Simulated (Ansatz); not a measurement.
HCl on a (110) slab of TiO₂ (P4_2/mnm (No. 136)), 6 planes, outer planes O (top) and O (bottom), 1 a cell of 38.5 Å², relaxed and still whole (its atoms last):

```xyz
26
Lattice="5.9085 0.0000 0.0000 0.0000 6.5169 0.0000 0.0000 0.0000 25.0910" Properties=species:S:1:pos:R:3 pbc="T T T"
O     0.0000    0.0000    8.0000
O     2.9543    0.0000    8.0000
Ti    0.0000    3.2585    9.2748
Ti    2.9543    3.2585    9.2748
Ti    1.4771    0.0000    9.2748
Ti    4.4314    0.0000    9.2748
O     1.4771    1.9836    9.2748
O     4.4314    1.9836    9.2748
O     1.4771    4.5333    9.2748
O     4.4314    4.5333    9.2748
O     0.0000    0.0000   10.5497
O     2.9543    0.0000   10.5497
O     0.0000    3.2585   11.1262
O     2.9543    3.2585   11.1243
Ti    0.0000    0.0000   12.3559
Ti    2.9543    0.0000   12.3552
Ti    1.4706    3.2585   12.6212
Ti    4.4380    3.2585   12.6212
O     1.4772    5.2866   12.6514
O     4.4313    5.2866   12.6514
O     1.4772    1.2303   12.6514
O     4.4313    1.2303   12.6514
O     0.0000    3.2585   13.6890
O     2.9543    3.2585   13.6973
Cl    2.9543    3.2585   16.8408
H     2.9543    3.2585   15.5364
```

Computed with DFT PBE+D3(BJ), scalar-relativistic, plane waves, PAW (Ansatz 0.2.0). Cutoff 420 eV; k points 3×3×1 on the computed 26-atom cell (Γ-centred); Gaussian smearing, width 0.05 eV; no spin polarisation. A dipole correction removes the field between periodic images along c.

It binds with 0.25 eV a molecule against the clean slab and the free molecule (no zero-point or thermal terms); its shortest contact is H–O 1.84 Å. Take first-order desorption with no barrier to adsorption, no reaction on the face and an assumed prefactor of 10^13 s⁻¹.

(1) How long does a molecule stay at 400 K?

(2) Where does its peak lie in a desorption experiment heated at 2 K/s?

(3) Another start (random tilt) ends as Cl + H with E_ads = -0.99 eV (negative is bound). What does this add?

Answers

(1) τ = ν⁻¹·exp(E/k_BT) with k_BT = 0.0345 eV: E/k_BT = 7.3, so τ ≈ 1×10^-10 s. At about one hit a site a second (10⁻⁶ mbar) the coverage is near τ × 1 s⁻¹, so a layer needs more than atmospheric pressure.

(2) The peak obeys E/(k_B·T_p²) = (ν/β)·exp(−E/k_BT_p). Solving gives T_p ≈ 95 K (E/k_BT_p = 30.4). An error of 0.1 eV in E moves it by about 38 K, and larger molecules have larger prefactors, which lowers it.

(3) The reacted state lies 0.74 eV below the whole molecule, and a relaxation reached it with no barrier from that start. The whole molecule may then be a precursor, and τ and T_p above hold only if it doesn't react first.